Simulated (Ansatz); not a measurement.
An Ansatz (an electronic-structure program) input (r2SCAN (Ansatz; PAW; 500 eV plane waves; scalar-relativistic without spin-orbit coupling)):

Ansatz 0.2 input:
```yaml
crystal:
  lattice:
    - [2.7467186805, 0, 0]
    - [1.3733593403, 2.3787281544, 0]
    - [0, 0, 4.324217105]
  atoms:
    - { symbol: Be, position: [0.6666666667, 0.6666666667, 0.0014488758] }
    - { symbol: Be, position: [0.3333333333, 0.3333333333, 0.5014488758] }
    - { symbol: O, position: [0.6666666667, 0.6666666667, 0.6237511242] }
    - { symbol: O, position: [0.3333333333, 0.3333333333, 0.1237511242] }
basis: { ecutwfc: 500, ecutrho_ratio: 4, xc_grid: 4, fft_grid_basis: typed }
kpoints: { mp_grid: { grid: [14, 14, 8] } }
hamiltonian:
  xc: r2scan
  dispersion: none
  pseudopotentials: { kind: paw }
scf: { occupations: { method: fermi_dirac, width: 0.05 } }
relax: { f_tol: 0.005, max_steps: 50, cell: { stress_tol: 0.01, fix: [a, b, gamma] } }
output: { forces: true, stress: true }
checkpoint: { write: state.ck, write_every: 1000 }
```

Question: Which symmetry and how many k-points will the program report, and about how many plane waves at Γ?

Answer: Space group P63mc (ITA 186) with 12 operations, k-points 120 of 1568, and 699 plane waves at Γ.

Question: And the final pressure?

Answer: -7.06 GPa (compression positive).

The cells carry an imposed strain or load. No phonon test of stability was made. The cell was made from BeO in the wurtzite structure (space group P6_3mc, No. 186) by this change: biaxial strain +2.09 %, plane normal [001], relaxed out of plane.
